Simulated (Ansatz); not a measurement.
Zn:

```
CELL_PARAMETERS angstrom
-1.56904 1.56904 1.56904
1.56904 -1.56904 1.56904
1.56904 1.56904 -1.56904
ATOMIC_POSITIONS crystal
Zn 0.00000 0.00000 0.00000
```

This isn't the form of Zn at room conditions, which is hcp.

Base run:

- Program: Ansatz 0.2.0
- Functional: PBEsol
- Potentials or basis: all-electron PAW datasets made for the crystal
- Cutoff: 260 eV (chosen from the basis error)
- k mesh: 12 × 12 × 12
- Occupations: fermi-dirac, width 0.05 eV
- Spin: no spin polarisation

Its results: pressure -5.2 GPa.

Problem. After a change of settings the same cell gave: pressure -3.9 GPa. Which change was it?
A. potentials or basis from all-electron PAW datasets made for the crystal to all-electron LAPW, non-relativistic; cutoff from 260 eV (chosen from the basis error) to 253 eV (chosen from the basis error)
B. potentials or basis from all-electron PAW datasets made for the crystal to all-electron LAPW, inner shells corrected to Dirac's equation; cutoff from 260 eV (chosen from the basis error) to 253 eV (chosen from the basis error)
C. potentials or basis from all-electron PAW datasets made for the crystal to all-electron LAPW, scalar-relativistic; cutoff from 260 eV (chosen from the basis error) to 253 eV (chosen from the basis error)

Solution. A.

The runs don't all hold the same shells in valence.
